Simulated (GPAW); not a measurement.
A run of GPAW 26.7.0:

File run.py:

```python
import json
import numpy as np
from ase import Atoms
from ase.constraints import FixSymmetry
from ase.io import read, write
from ase.optimize import BFGS
from phonopy import Phonopy
from phonopy.structure.atoms import PhonopyAtoms
from gpaw import GPAW, PW, setup_paths
from gpaw.berryphase import polarization_phase

setup_paths.insert(0, '.')

atoms = read('POSCAR')

calc = GPAW(mode=PW(510),
            xc='LDA',
            kpts={'size': (4, 4, 4), 'gamma': True},
            occupations={'name': 'fermi-dirac', 'width': 0.01},
            nbands=16,
            convergence={'density': 1e-06, 'eigenstates': 1e-09},
            maxiter=150,
            txt='gpaw.txt')
atoms.calc = calc
atoms.set_constraint(FixSymmetry(atoms))
BFGS(atoms, trajectory='relax.traj', logfile='-').run(fmax=0.005, steps=40)
atoms.set_constraint()
energy = atoms.get_potential_energy()
forces = atoms.get_forces()
stress = atoms.get_stress()
calc.write('gs.gpw')
write('result.traj', atoms)
print('Cell:', atoms.cell.cellpar().round(4))
print(atoms.get_scaled_positions().round(5))

n = len(atoms)
unit = PhonopyAtoms(symbols=atoms.get_chemical_symbols(), cell=atoms.cell[:], scaled_positions=atoms.get_scaled_positions())
ph = Phonopy(unit, supercell_matrix=np.eye(3, dtype=int), primitive_matrix=np.eye(3), symprec=1e-4)
ph.generate_displacements(distance=0.01, is_plusminus=True)
forces, phases = [], []
for i, move in enumerate(ph.dataset['first_atoms']):
    b = atoms.copy()
    b.positions[move['number']] += move['displacement']
    c = GPAW(mode=PW(510),
             xc='LDA',
             kpts={'size': (4, 4, 4), 'gamma': True},
             occupations={'name': 'fermi-dirac', 'width': 0.01},
             nbands=16,
             convergence={'density': 1e-06, 'eigenstates': 1e-09},
             maxiter=150,
             symmetry='off',
             txt=f'disp-{i:02d}.txt')
    b.calc = c
    f = b.get_forces()
    forces.append(f - f.mean(axis=0))
    c.write('disp.gpw', 'all')
    phases.append(polarization_phase(gpw_wfs='disp.gpw')['phase_c'])
    print(move['number'], np.round(move['displacement'], 4), 'phases', phases[-1].round(5), flush=True)

# each pair of opposite moves, with its images under the space group
ops, cell, spos = ph.symmetry.symmetry_operations, atoms.cell[:].T, atoms.get_scaled_positions()
moves, dipoles = [[] for a in atoms], [[] for a in atoms]
for move, up, down in zip(ph.dataset['first_atoms'][::2], phases[::2], phases[1::2]):
    dphi = (up - down + np.pi) % (2 * np.pi) - np.pi
    dp = dphi @ atoms.cell[:] / (2 * np.pi)  # e A
    for w, t in zip(ops['rotations'], ops['translations']):
        x = w @ spos[move['number']] + t - spos
        b = np.linalg.norm(x - x.round(), axis=1).argmin()
        R = cell @ w @ np.linalg.inv(cell)
        moves[b].append(R @ move['displacement'] * 2)
        dipoles[b].append(R @ dp)
Z = np.array([np.linalg.lstsq(np.array(u), np.array(p), rcond=None)[0].T for u, p in zip(moves, dipoles)])  # Z[a, i, j] = dp_i / du_j
ph.forces = forces
ph.produce_force_constants()
ph.symmetrize_force_constants()
H = ph.force_constants.transpose(0, 2, 1, 3).reshape((3 * n, 3 * n))
rule = Z.sum(axis=0)
print('Sum of the charges:')
print(rule.round(4))
Z -= rule / n
for a in atoms:
    print(a.symbol)
    print(Z[a.index].round(3))
w = np.repeat(atoms.get_masses()**-0.5, 3)
omega2, modes = np.linalg.eigh(H * w * w[:, None])
nu = np.sign(omega2) * abs(omega2)**0.5 * 521.4709  # cm^-1
dipoles = np.einsum('aij,ajm->mi', Z, (modes * w[:, None]).reshape((n, 3, -1)))  # e / amu^0.5
optical = np.argsort(abs(omega2))[3:]
eps_ion = sum(np.outer(dipoles[m], dipoles[m]) / omega2[m] for m in optical) * 4 * np.pi * 14.399645 / atoms.get_volume()
for m in range(3 * n):
    print(f'{nu[m]:9.2f} cm^-1  IR {(dipoles[m]**2).sum():8.4f} e^2/amu')
print('Lattice part of the dielectric tensor:')
print(eps_ion.round(3))
json.dump({'Z': Z.tolist(), 'rule': rule.tolist(), 'nu': nu.tolist(), 'ir': (dipoles**2).sum(1).tolist(), 'eps_ion': eps_ion.tolist()},
          open('born.json', 'w'))
```

Contents of POSCAR:

```
KBr
1.0
    4.0434990000      0.0000000000      0.0000000000
    0.0000000000      4.0434990000      0.0000000000
    0.0000000000      0.0000000000      4.0434990000
Br K
1 1
Direct
    0.5000000000      0.5000000000      0.5000000000
    0.0000000000      0.0000000000      0.0000000000
```

Potentials or basis: PAW data sets generated in the run's folder for this functional, pw.

Run with:

```console
$ gpaw-setup -f LDA Br K
$ OMP_NUM_THREADS=1 python run.py
```

Hardware: 1 thread of Arm Neoverse V1 (shared host).

Q: How long does it take, and how much memory?

A: Wall time 2.2 min on 1 thread of Arm Neoverse V1, on a shared host, peak memory 0.42 GiB. Counts: scf iterations 50, plane waves 1750, bands 16, k points 10.
